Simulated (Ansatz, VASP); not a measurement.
Two plane-wave programs on Si

File POSCAR:

```
Si
1.0
    3.9064604095      0.0000000000      0.0000000000
   -1.9532302048      3.3830939535      0.0000000000
    0.0000000000      0.0000000000      6.4568225910
Si
4
Direct
    0.6666666667      0.3333333333      0.9369905000
    0.3333333333      0.6666666667      0.4369905000
    0.6666666667      0.3333333333      0.5630095000
    0.3333333333      0.6666666667      0.0630095000
```

Contents of INCAR.step1:

```
PREC = Accurate
ENCUT = 520
ISMEAR = -1
SIGMA = 0.05
LREAL = False
LASPH = True
NELM = 60
NBANDS = 16
GGA = PE
ALGO = Normal
EDIFF = 1E-4
LWAVE = True
LCHARG = False
```

The input INCAR.step2:

```
PREC = Accurate
ENCUT = 520
EDIFF = 1E-6
ISMEAR = -1
SIGMA = 0.05
LREAL = False
LASPH = True
NELM = 60
ALGO = Normal
ISIF = 2
LWAVE = False
LCHARG = False
METAGGA = R2SCAN
LMIXTAU = True
NBANDS = 16
ISTART = 1
```

The input KPOINTS:

```
regular mesh
0
Gamma
  8 8 4
```

File input.yaml:

```yaml
crystal:
  lattice:
    - [3.9064604095, 0.0, 0.0]
    - [-1.9532302048, 3.3830939535, 0.0]
    - [0.0, 0.0, 6.456822591]
  atoms:
    - { symbol: Si, position: [0.6666666667, 0.3333333333, 0.9369905] }
    - { symbol: Si, position: [0.3333333333, 0.6666666667, 0.4369905] }
    - { symbol: Si, position: [0.6666666667, 0.3333333333, 0.5630095] }
    - { symbol: Si, position: [0.3333333333, 0.6666666667, 0.0630095] }
hamiltonian:
  xc: r2scan
  pseudopotentials: { kind: paw }
kpoints:
  mp_grid: { grid: [8, 8, 4] }
scf:
  occupations: { method: fermi_dirac, width: 0.05 }
output:
  forces: true
  stress: true
  eigenvalues: true
```

This isn't the form of Si at room conditions, which is diamond.

Alike in both runs: task single point; functional r2SCAN; k mesh 8 × 8 × 4; occupations fermi-dirac, width 0.05 eV; no spin polarisation.

|  | VASP | Ansatz |
| --- | --- | --- |
| version | VASP 6.6.1 | Ansatz 0.2.0 |
| potentials or method | VASP PAW PBE potentials, release 64 (Si) | Ansatz PAW |
| plane-wave cutoff (eV) | 520 | 500 |
| valence electrons in the cell | 16 | 16 |

```csv
,VASP,Ansatz,Ansatz less VASP
gap on the k mesh at the Fermi level (eV),0.73,0.71,-0.013
least direct gap on the mesh (eV),1.20,1.19,-0.012
pressure (GPa),-5.1,-4.8,+0.21
largest component of the traceless stress (GPa),0.05,0.06,+0.009
rms of the force components (eV/Å),0.016,0.015,-0.0006
```

Atom by atom the forces differ by 0.001 eV/Å (rms over components). With one functional, cell and mesh, what is left measures potentials, basis and numerics.

Caveats: the PAW data sets were made with another functional, which shifts forces and pressure a little (VASP); the PAW data sets come from PBE, with cores solved anew for the run's functional, which leaves a small shift of forces and pressure (Ansatz). r2SCAN opens gaps a little over a GGA but as a rule still falls short of measured ones. A k mesh can miss the band edges.
